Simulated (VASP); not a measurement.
# TiO2 (Rutile): input slips in a relaxation and what they do, part 2 of 2

Some relaxations of TiO2 (Rutile) get a fault in the input on purpose. Which of them show, and how? The starting structure is a measured crystal structure from the Crystallography Open Database. The first relaxation on each setting starts from this cell expanded by 3 % in volume.

VASP 6.6.1.

Results so far: reference 10.36 Å³ an atom; a leftover external pressure of 100 kbar 9.94 Å³ an atom.

## 5. Relaxation with a functional's name that the tag doesn't take

Level of this step: the functional as typed; plane waves and PAW (Ti_sv, O) (VASP).

A slip made on purpose: a functional's name that the tag doesn't take. Against step 2 the input has GGA = PBESOL (also changed: NELM).

The input, INCAR:

```
SYSTEM = TiO2
PREC = Accurate
ENCUT = 520
EDIFF = 1E-06
NELM = 60
ISMEAR = 0
SIGMA = 0.03
LREAL = .FALSE.
ALGO = Normal
GGA = PBESOL
NBANDS = 30
LASPH = .TRUE.
LORBIT = 11
LWAVE = .FALSE.
LCHARG = .FALSE.
KPAR = 16
IBRION = 2
NSW = 50
ISIF = 3
EDIFFG = -0.006
```

The input, POSCAR:

```
TiO2
1.0
    4.6376702839      0.0000000000      0.0000000000
    0.0000000000      4.6376702839      0.0000000000
    0.0000000000      0.0000000000      2.9866830925
Ti O
2 4
Direct
    0.5000000000      0.5000000000      0.5000000000
    0.0000000000      0.0000000000      0.0000000000
    0.8049600000      0.1950400000      0.5000000000
    0.6950400000      0.6950400000      0.0000000000
    0.1950400000      0.8049600000      0.5000000000
    0.3049600000      0.3049600000      0.0000000000
```

The input, KPOINTS:

```
Automatic mesh
0
Gamma
6 6 8
0 0 0
```

The projector-augmented-wave data sets are Ti_sv and O (PBE family, release 64).

Started as:

```bash
mpirun -np 16 vasp_std
```

What it wrote:

```text
[banner, memory and clock lines left out]
running   16 mpi-ranks, on    1 nodes
[...]
|                                                                             |
|           W    W    AA    RRRRR   N    N  II  N    N   GGGG   !!!           |
|           W    W   A  A   R    R  NN   N  II  NN   N  G    G  !!!           |
|           W    W  A    A  R    R  N N  N  II  N N  N  G       !!!           |
|           W WW W  AAAAAA  RRRRR   N  N N  II  N  N N  G  GGG   !            |
|           WW  WW  A    A  R   R   N   NN  II  N   NN  G    G                |
|           W    W  A    A  R    R  N    N  II  N    N   GGGG   !!!           |
|                                                                             |
|     For optimal performance we recommend to set                             |
|       NCORE = 2 up to number-of-cores-per-socket                            |
|     NCORE specifies how many cores store one orbital (NPAR=cpu/NCORE).      |
|     This setting can greatly improve the performance of VASP for DFT.       |
[...]
|     calculations (for HF NCORE is supported but not extensively tested      |
|     yet).                                                                   |
|                                                                             |

|                                                                             |
|     EEEEEEE  RRRRRR   RRRRRR   OOOOOOO  RRRRRR      ###     ###     ###     |
|     E        R     R  R     R  O     O  R     R     ###     ###     ###     |
|     E        R     R  R     R  O     O  R     R     ###     ###     ###     |
|     EEEEE    RRRRRR   RRRRRR   O     O  RRRRRR       #       #       #      |
|     E        R   R    R   R    O     O  R   R                               |
|     E        R    R   R    R   O     O  R    R      ###     ###     ###     |
|     EEEEEEE  R     R  R     R  OOOOOOO  R     R     ###     ###     ###     |
|                                                                             |
|     Error: One of the selected functionals does not exist.                  |
|                                                                             |
|       ---->  I REFUSE TO CONTINUE WITH THIS SICK JOB ... BYE!!! <----       |
|                                                                             |

1
1
1
1
1
1
1
1
1
1
1
1
1
1
1
1
```

Wall time 9.8 s (16 MPI ranks of AMD EPYC 9R45, shared host).

VASP stopped with this message: “Error: One of the selected functionals does not exist”.

## 6. Relaxation with a cutoff far too low

A slip made on purpose: a cutoff far too low. Against step 2 the input has PREC = Normal and ENCUT = 220 (also changed: NELM).

Changes to INCAR since step 5:

```diff
@@ -1,4 +1,4 @@
 SYSTEM = TiO2
-PREC = Accurate
-ENCUT = 520
+PREC = Normal
+ENCUT = 220
 EDIFF = 1E-06
@@ -9,3 +9,3 @@
 ALGO = Normal
-GGA = PBESOL
+GGA = PS
 NBANDS = 30
```

POSCAR is that of step 5.

KPOINTS is that of step 5.

Started as:

```bash
mpirun -np 16 vasp_std
```

What it wrote:

```text
[... set-up lines as in an earlier step ...]
 entering main loop
       N       E                     dE             d eps       ncg     rms          rms(c)
DAV:   1     0.400950218531E+03    0.40095E+03   -0.15152E+04  3090   0.108E+03
DAV:   2    -0.281731803741E+02   -0.42912E+03   -0.41024E+03  3828   0.384E+02
DAV:   3    -0.673581106682E+02   -0.39185E+02   -0.38964E+02  4446   0.121E+02
DAV:   4    -0.693825153449E+02   -0.20244E+01   -0.20225E+01  4188   0.231E+01
[...]
DAV:  14    -0.579193565933E+02    0.12394E-04   -0.88456E-05  3588   0.900E-02    0.147E-02
DAV:  15    -0.579193587799E+02   -0.21865E-05   -0.81055E-06  3530   0.173E-02    0.252E-03
DAV:  16    -0.579193587568E+02    0.23100E-07   -0.40562E-07  1644   0.438E-03
   1 F= -.57919359E+02 E0= -.57919359E+02  d E =-.579194E+02
[...]
N       E                     dE             d eps       ncg     rms          rms(c)
 -----------------------------------------------------------------------------
|                                                                             |
|     EEEEEEE  RRRRRR   RRRRRR   OOOOOOO  RRRRRR      ###     ###     ###     |
|     E        R     R  R     R  O     O  R     R     ###     ###     ###     |
|     E        R     R  R     R  O     O  R     R     ###     ###     ###     |
|     EEEEE    RRRRRR   RRRRRR   O     O  RRRRRR       #       #       #      |
|     E        R   R    R   R    O     O  R   R                               |
|     E        R    R   R    R   O     O  R    R      ###     ###     ###     |
|     EEEEEEE  R     R  R     R  OOOOOOO  R     R     ###     ###     ###     |
|                                                                             |
|     ERROR FEXCP: supplied Exchange-correletion table                        |
|      is too small, maximal index : 4723                                     |
|                                                                             |
|       ---->  I REFUSE TO CONTINUE WITH THIS SICK JOB ... BYE!!! <----       |
|                                                                             |
 -----------------------------------------------------------------------------

1
1
1
1
1
1
1
1
1
1
1
1
1
1
1
1
```

Elapsed: 9.8 s, on 16 MPI ranks.

VASP stopped with this message: “ERROR FEXCP: supplied Exchange-correletion table is too small, maximal index : 4723”.

## 7. Comparison

```
                                          run            ended  volume (Å³/atom)  change (%)  bulk modulus (GPa)  pressure left (GPa)  core minutes
                                    reference        converged            10.355           -               223.3                -0.04          10.3
     a leftover external pressure of 100 kbar        converged             9.941        -4.0                   -                 9.96          10.1
                          too few ionic steps    not converged                 -           -                   -                    -          3.31
a functional's name that the tag doesn't take  stopped by VASP                 -           -                   -                    -          2.61
                         a cutoff far too low  stopped by VASP                 -           -                   -                    -          2.61
```

Core minutes are wall time times ranks, summed over the relaxations behind a row (those for a bulk modulus apart), on shared hosts.

## 8. Results

```yaml
volume_of_the_reference: 10.36 Å³/atom
volume_against_the_reference_a_leftover_external_pressure_of_100_kbar: -4.00 %
run_with_too_few_ionic_steps: not converged
run_with_a_functional_s_name_that_the_tag_doesn_t_take: stopped by VASP
run_with_a_cutoff_far_too_low: stopped by VASP
```

VASP stopped by itself in the runs with a functional's name that the tag doesn't take and a cutoff far too low. The run with too few ionic steps didn't converge. Finished, but with signs in the output that stand out against the reference: a leftover external pressure of 100 kbar, with the volume changed by -4.0 % (signs: the Pulay stress that OUTCAR prints, which here is the typed pressure). The reference was restarted once and the runs with a slip weren't, so their cells may not have settled fully. Further runs on this material are not shown.

[Lines on the potential files, build, host, timing and source positions are cut from VASP's logs without a mark.]

[Logs are printed without paths, hosts, clocks, repeated set-up lines and the standing remarks that a program may print on its own settings, such as how far it seeks lower states.]

[Hosts, paths, dates, database ids (printed as entryN), source tags and the programs' standing remarks are cut or masked in the printed files.]
